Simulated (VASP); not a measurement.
A run of VASP 6.6.1 is set up as follows.

Contents of INCAR:

```
SYSTEM = CdTe
  PREC = Accurate
  ENCUT = 520
  EDIFF = 1E-6
  ISMEAR = 0
  SIGMA = 0.01
  LREAL = Auto
  LASPH = .True.
  NELM = 100
  ALGO = Fast
  ISIF = 2
  LWAVE = .False.
  LCHARG = .False.
  GGA = PE
  NBANDS = 86
```

File KPOINTS:

```
Automatic mesh
0
Gamma
  3 3 3
  0 0 0
```

Contents of POSCAR:

```
CdTe
1.0
    0.0000000000      6.6192623122     -6.6192623122
    6.6192623122      6.6192623122      0.0000000000
    6.6192623122      0.0000000000     -6.6192623122
Cd Te
8 8
Direct
    0.5000000000      0.0000000000      0.5000000000
    0.5000000000      0.5000000000      0.5000000000
    0.0000000000      0.0000000000      0.5000000000
    0.0000000000      0.5000000000      0.5000000000
    0.5000000000      0.0000000000      0.0000000000
    0.5000000000      0.5000000000      0.0000000000
    0.0000000000      0.0000000000      0.0000000000
    0.0000000000      0.5000000000      0.0000000000
    0.1250000000      0.1250000000      0.1250000000
    0.1250000000      0.6250000000      0.1250000000
    0.6250000000      0.1250000000      0.1250000000
    0.6250000000      0.6250000000      0.1250000000
    0.1250000000      0.1250000000      0.6250000000
    0.1250000000      0.6250000000      0.6250000000
    0.6250000000      0.1250000000      0.6250000000
    0.6250000000      0.6250000000      0.6250000000
```

Potentials or basis: VASP PAW PBE potentials, release 64 (Cd, Te).

Launch:

```sh
$ cat potpaw_PBE.64/Cd/POTCAR potpaw_PBE.64/Te/POTCAR > POTCAR
$ mpirun -np 1 vasp_std > vasp.out
```

Question: Predict the pressure.

Answer: 0.1 GPa.

Question: What does it give for the band gap on the k mesh?

Answer: 0.58 eV.

Caveat: spin-orbit coupling is left out, which moves the levels of the heavy elements.
